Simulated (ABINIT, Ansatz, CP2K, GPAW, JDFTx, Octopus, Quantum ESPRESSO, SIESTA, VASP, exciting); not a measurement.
SnSe2: 10 runs at one level of theory

```
CELL_PARAMETERS angstrom
3.81100 0.00000 0.00000
-1.90550 3.30042 0.00000
0.00000 0.00000 6.13600
ATOMIC_POSITIONS crystal
Sn 0.00000 0.00000 0.00000
Se 0.66667 0.33333 0.75100
Se 0.33333 0.66667 0.24900
```

Alike in all runs: task single point; functional PBEsol; k mesh 8 × 8 × 5; occupations fermi-dirac, width 0.05 eV; no spin polarisation; no spin-orbit coupling. Pressure is positive in compression and, in plane waves, holds the error of the finite cutoff.

```csv
program and potentials,plane-wave cutoff (eV),notes,pressure (GPa),largest force (eV/Å)
"VASP, PBE PAW files Se, Sn_d, 520 eV",520,potentials made for PBE; 8.67 valence electrons an atom on average,2.63,0.622
"CP2K, POTENTIAL_UZH Sn GTH-PBE-q4, Se GTH-PBE-q6; TZVP-MOLOPT-PBE-GTH basis",-,atomic basis; potentials made for PBE; 5.33 valence electrons an atom on average,5.73,1.075
"Ansatz, all-electron LAPW, scalar-relativistic",-,-,2.51,0.599
"SIESTA, files PseudoDojo sr-pbesol-0.4.1-standard, DZP (energy shift 0.003 Ry; two zetas on semicore shells)",-,atomic basis; 15.33 valence electrons an atom on average,4.88,0.973
"ABINIT, PseudoDojo NC SR PBEsol v0.4.1 standard",1170,15.33 valence electrons an atom on average,2.73,0.630
"GPAW, PAW data sets generated for this functional",600,8.67 valence electrons an atom on average,2.31,0.576
"Octopus, pseudodojo_pbesol (PseudoDojo 0.4, PBEsol)",-,15.33 valence electrons an atom on average,-,?
"JDFTx, PseudoDojo-SR-PBEsol-0.4.1-standard with smoothed tails",1170,15.33 valence electrons an atom on average,2.73,0.630
"exciting, all-electron LAPW+lo, shipped species files, valence relativity iora*",-,-,-,0.616
"Quantum ESPRESSO, GBRV 1.5 PBEsol",925,8.67 valence electrons an atom on average,2.45,0.609
```

Question: Estimate from the other rows what the run with Octopus, pseudodojo_pbesol (PseudoDojo 0.4, PBEsol) gave.

Answer: Largest force 0.628 eV/Å. The other rows, which needn't bracket it: pressure 2.31 to 5.73; largest force 0.576 to 1.075.
